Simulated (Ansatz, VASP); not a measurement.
## Two plane-wave programs on H3C2N

```xyz
36
Lattice="8.3117 0.0000 0.0000 0.0000 8.3117 0.0000 0.0000 0.0000 8.3117" Properties=species:S:1:pos:R:3 pbc="T T T"
C     7.6435    6.4771    3.5306
C     7.4448    6.2983    4.9582
C     4.8386    4.4950   -0.2784
C     3.5645    4.6630   -0.9472
C     5.0282    0.9351    3.0163
C     4.8750    1.1659    4.4421
C     2.2271    3.6437    3.7389
C     3.4891    4.2801    3.3997
C     1.9659    8.0055    7.5286
C     2.1098    7.6748    8.9353
C     8.0437    2.9740    7.1549
C     7.9631    2.7064    8.5806
N     7.2886    6.1442    6.1006
N     2.5427    4.7898   -1.4888
N     4.7477    1.3643    5.5813
N     4.5049    4.7730    3.1216
N     2.2227    7.4060   10.0616
N     7.8883    2.4899    9.7229
H     7.4492    7.5222    3.2527
H     8.6823    6.2463    3.2496
H     6.9453    5.8235    2.9827
H     5.5877    5.1676   -0.7262
H     4.7409    4.7162    0.7951
H     5.1718    3.4545   -0.4040
H     4.1952    1.4032    2.4736
H     5.9752    1.3700    2.6578
H     4.9943   -0.1440    2.8045
H     1.5671    3.5770    2.8627
H     2.4211    2.6307    4.1188
H     1.7411    4.2148    4.5421
H     1.2634    8.8511    7.4179
H     2.9432    8.2943    7.0928
H     1.5694    7.1295    6.9872
H     7.7292    4.0063    6.9446
H     9.0839    2.8811    6.8154
H     7.3952    2.2762    6.6036
```

Alike in both runs: functional PBE; dispersion D3(BJ); k mesh 1 × 1 × 1; occupations fermi-dirac, width 0.05 eV; no spin polarisation.

Ansatz relaxed the structure, and its values are those at the end. VASP's run is a single point on that final structure, the one shown.

|  | VASP | Ansatz |
| --- | --- | --- |
| version | VASP 6.6.1 | Ansatz 0.2.0 |
| potentials or method | VASP PAW PBE potentials, release 64 (C, N, H) | scalar-relativistic, plane waves, PAW |
| plane-wave cutoff (eV) | 520 | 420 |
| valence electrons in the cell | 96 | 96 |

```csv
,VASP,Ansatz,Ansatz less VASP
gap on the k mesh at the Fermi level (eV),6.44,6.43,-0.013
rms of the force components (eV/Å),0.109,0.069,-0.0397
dispersion energy (meV/atom),-39.4,-39.4,-0.01
```

Ansatz warned: «xc_potential_rough_in_thin_density».

Caveats: the standard files for N, O and F lose accuracy on very short bonds. Expect the measured gap to be larger: semilocal functionals such as PBE lack the derivative discontinuity.
